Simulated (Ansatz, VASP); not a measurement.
Ir in VASP and in Ansatz

```
CELL_PARAMETERS angstrom
0.00000 1.89375 1.89375
1.89375 0.00000 1.89375
1.89375 1.89375 0.00000
ATOMIC_POSITIONS crystal
Ir 0.00000 0.00000 0.00000
```

Change from the starting cell: volume scaled by 0.96, PAW files.

Alike in both runs: task electric field gradients; functional PBE; k mesh 15 × 15 × 15; occupations fermi-dirac, width 0.05 eV; no spin polarisation.

|  | VASP | Ansatz |
| --- | --- | --- |
| version | VASP 6.6.1 | Ansatz 0.2.0 |
| potentials or method | VASP PAW PBE potentials, release 64 (Ir) | PAW with Ansatz's default frozen-core files, scalar-relativistic |
| plane-wave cutoff (eV) | 520 | 420 |
| valence electrons in the cell | 9 | 17 |

|  | VASP | Ansatz | Ansatz less VASP |
| --- | --- | --- | --- |
| pressure (GPa) | 27.5 | 26.6 | -0.85 |
| Vzz of the field gradient on the site that differs most (V/Å²) | 0.0 | 0.0 | 0.00 |

The two sets of potentials don't hold the same shells in valence. Ansatz warned: «gradients_without_spin_orbit».

Caveats: so large a pressure means that the cell lies far from this level's equilibrium, or that cutoff or potentials fall short (VASP). Spin-orbit coupling is left out, which matters for the levels of Ir.
